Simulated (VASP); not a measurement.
A run of VASP 6.6.1 is set up as follows.

File INCAR:

```
SYSTEM = Ta
ALGO = Fast ; EDIFF = 1E-7
ENCUT = 520 ; ISIF = 2
ISMEAR = 0 ; LASPH = .True.
LCHARG = .True. ; LELF = .True.
LREAL = .False. ; LVHAR = .True.
LWAVE = .False. ; NBANDS = 18
NELM = 60 ; PREC = Accurate
SIGMA = 0.1
```

File KPOINTS:

```
k-points
0
Gamma
  18 18 8
  0 0 0
```

The input POSCAR:

```
Ta
1.0
    2.9045486084      0.0000000000      0.0000000000
   -1.4522743042      2.5154128814      0.0000000000
    0.0000000000      0.0000000000      5.0962193246
Ta
2
Direct
    0.6666666700      0.3333333300      0.7500000000
    0.3333333300      0.6666666700      0.2500000000
```

Potentials or basis: VASP PAW LDA potentials, release 64 (Ta_pv).

Command:

```console
$ cat potpaw_LDA.64/Ta_pv/POTCAR > POTCAR
$ mpirun -np 1 vasp_std > vasp.out
```

Task: Predict the band gap on the k mesh.

Result: None (metal or under the smearing width).

Task: Predict the pressure.

Result: -9.5 GPa.

Stress tensor (GPa, compression positive):
```
-10.76   0.00   0.00
  0.00 -10.76   0.00
  0.00   0.00  -6.89
```

Spin-orbit coupling is left out, which matters for the levels of Ta.
